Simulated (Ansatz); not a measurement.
## CdTe: single point with PBE

**The experiment to reproduce.**

A printed reference work, data compilation reports, for a bulk crystal of CdTe at 0 K: band gap 1.607 eV.

CdTe:

```
Te Cd
1.0
     0.00000    3.20500    3.20500
     3.20500    0.00000    3.20500
     3.20500    3.20500    0.00000
Te Cd
1 1
Direct
  0.75000 0.75000 0.75000
  0.00000 0.00000 0.00000
```

```json
{
  "Program": "Ansatz 0.2.0",
  "Task": "single point",
  "Functional": "PBE",
  "Potentials or basis": "Ansatz PAW",
  "Cutoff": "420 eV (not typed: the program's choice for these potentials)",
  "k mesh": "7 × 7 × 7",
  "Occupations": "gaussian, width 0.029 eV",
  "Spin": "no spin polarisation"
}
```

```yaml
Pressure: 4.2 GPa
Band_gap_on_the_k_mesh: 0.87 eV, direct
```

Levels at points of the mesh, in eV from the valence-band top:
```tsv
k point	band 16	band 17	band 18	band 19	band 20	band 21
(0.00, 0.00, 0.00)	0.00	0.00	0.00	0.87	4.60	4.60
```

It took 1.3 s on 2 threads of Intel(R) Xeon(R) Platinum 8488C (Sapphire Rapids), on a shared host, peak memory 0.41 GiB.

Against the measured gap of CdTe, 1.607 eV (0 K; a printed reference work, data compilation), the calculated 0.87 eV is off by -0.73 eV. Spin-orbit coupling on Cd, Te is left out. The value is that of PBE, without temperature or zero-point motion. Semilocal functionals fall short of measured gaps as a rule.

Caveat: odd divisions of the mesh miss points on the zone boundary, where band edges often lie, so the gap on the mesh can be too wide; spin-orbit coupling is left out, which moves the levels of the heavy elements.
